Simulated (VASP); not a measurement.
AlSb is modelled in the cubic space group F-43m (No. 216), the zinc blende structure, Pearson symbol cF8. Cell: a = 6.149 Å, b = 6.149 Å, c = 6.149 Å, α = 90.00°, β = 90.00°, γ = 90.00°. Al on 4a is coordinated by 4 Sb at 2.662 Å (tetrahedral). Sb on 4d sees 4 Al at 2.662 Å (tetrahedral). (Neighbours: up to the widest gap in distance over summed covalent radii, below 1.35, at either atom; cation-cation and far metal-metal contacts left out.)
(The calculation used a cell of 2 atoms; values per cell refer to that cell.)

Level of theory: PBE0 hybrid, VASP's PBE PAW potentials (set 64) (plane waves; VASP). Numerical set-up: 520 eV cut-off, 6×6×6 Γ-centred mesh, Gaussian smearing of 0.050 eV, potentials Al Sb.

**Question.** Give the energy at these volumes per atom, relative to the lowest: 27.53, 28.44, 29.35, 30.25, 31.16 Å³.

**Answer.** 15.6, 2.0, 0.0, 7.9, 24.2 meV/atom. A third-order Birch-Murnaghan fit gives B0 = 58.7 GPa and B0′ = 4.3.

Measured: bulk modulus 58.2 GPa (computed value off by +0.9 %), as given by Cormac Toher et al., Physical Review Materials (2017), arXiv:1611.05714; a 6.128 Å (computed value off by +0.3 %), as given by Guo-Xu Zhang et al., New Journal of Physics (2018), doi:10.1088/1367-2630/aac7f0 [thermal expansion removed or low-temperature value; zero-point expansion not removed]. The calculation is for a static lattice, while the measured bulk modulus holds thermal and zero-point effects, which are part of the difference.

The compound is AlSb in the zinc blende structure. It was relaxed first. The cell's shape comes from a PBE relaxation.
